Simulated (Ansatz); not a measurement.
# Ca8O7: the cost of one run

Method: DFT PBE, scalar-relativistic, plane waves, PAW, in Ansatz 0.2.0.

The COD cell was measured well above room temperature, so it is larger than a cold one.

3 further runs of the same task are left out: 1 that didn't finish, 2 set aside as unsound or not needed.

## (1) The structure to begin with

It takes space group Fm-3m (No. 225, cubic). Conventional cell: a = 9.662 Å, b = 9.662 Å, c = 9.662 Å, α = 90.00°, β = 90.00°, γ = 90.00°. Ca (site symmetry 4mm) has 5 O at 2.42 Å as nearest neighbours. Ca (site symmetry -43m) has 6 O at 2.42 Å as nearest neighbours. Around O (site symmetry mmm) lie 6 Ca at 2.42 Å. Around O (site symmetry m-3m) lie 6 Ca at 2.42 Å.

The input asks for a charge of +2 e on the cell.

Coordinates:

```
CELL_PARAMETERS angstrom
0.00000 4.83092 -4.83092
4.83092 4.83092 0.00000
4.83092 0.00000 -4.83092
ATOMIC_POSITIONS crystal
Ca 0.50000 0.50000 0.00000
Ca 0.50000 0.00000 0.00000
Ca 0.00000 0.50000 0.00000
Ca 0.00000 0.00000 0.00000
Ca 0.50000 0.50000 0.50000
Ca 0.50000 0.00000 0.50000
Ca 0.00000 0.50000 0.50000
Ca 0.00000 0.00000 0.50000
O 0.25000 0.25000 0.25000
O 0.75000 0.75000 0.25000
O 0.75000 0.25000 0.25000
O 0.25000 0.75000 0.75000
O 0.25000 0.25000 0.75000
O 0.75000 0.75000 0.75000
O 0.75000 0.25000 0.75000
```

It is built from the cell relaxed beforehand with the same method (14.09 Å³/atom).

## (2) Setting up the jump

The supercell lacks one O atom, at fractional position (0.250, 0.750, 0.250), and holds 15 atoms and a charge of +2 e on a uniform background. Atom 9 (O), 3.42 Å away, is to jump into the empty site. The cell is fixed.

## (3) Relaxing around the vacancy

input.yaml reads:

```yaml
crystal:
  lattice:
    - [0.0, 4.8309190842, -4.8309190842]
    - [4.8309190842, 4.8309190842, 0.0]
    - [4.8309190842, 0.0, -4.8309190842]
  atoms:
    - { symbol: Ca, position: [0.5, 0.5, 0.0] }
    - { symbol: Ca, position: [0.5, 0.0, 0.0] }
    - { symbol: Ca, position: [1.0, 0.5, 0.0] }
    - { symbol: Ca, position: [1.0, 0.0, 0.0] }
    - { symbol: Ca, position: [0.5, 0.5, 0.5] }
    - { symbol: Ca, position: [0.5, 0.0, 0.5] }
    - { symbol: Ca, position: [1.0, 0.5, 0.5] }
    - { symbol: Ca, position: [1.0, 0.0, 0.5] }
    - { symbol: O, position: [0.25, 0.25, 0.25] }
    - { symbol: O, position: [0.75, 0.75, 0.25] }
    - { symbol: O, position: [0.75, 0.25, 0.25] }
    - { symbol: O, position: [0.25, 0.75, 0.75] }
    - { symbol: O, position: [0.25, 0.25, 0.75] }
    - { symbol: O, position: [0.75, 0.75, 0.75] }
    - { symbol: O, position: [0.75, 0.25, 0.75] }
total_charge: 2
basis:
  ecutwfc: 420
kpoints:
  mp_grid: { grid: [4, 4, 4] }
hamiltonian:
  xc: pbe
scf:
  occupations: { method: gaussian, width: 0.05 }
output:
  forces: true
  stress: true
  eigenvalues: true
relax:
  adjacent_minimum: "off"
  f_tol: 0.02
  max_steps: 50
```

Run with:

```sh
$ ansatz run input.yaml --threads 4 --pin off --max-ram 9216MiB --backend cpu --events-out ev --progress --plain --runs-dir out
```

Q: Estimate wall time and peak memory on 4 threads of Arm Neoverse V1, shared host.

About 14 s, with a peak of 0.73 GiB.
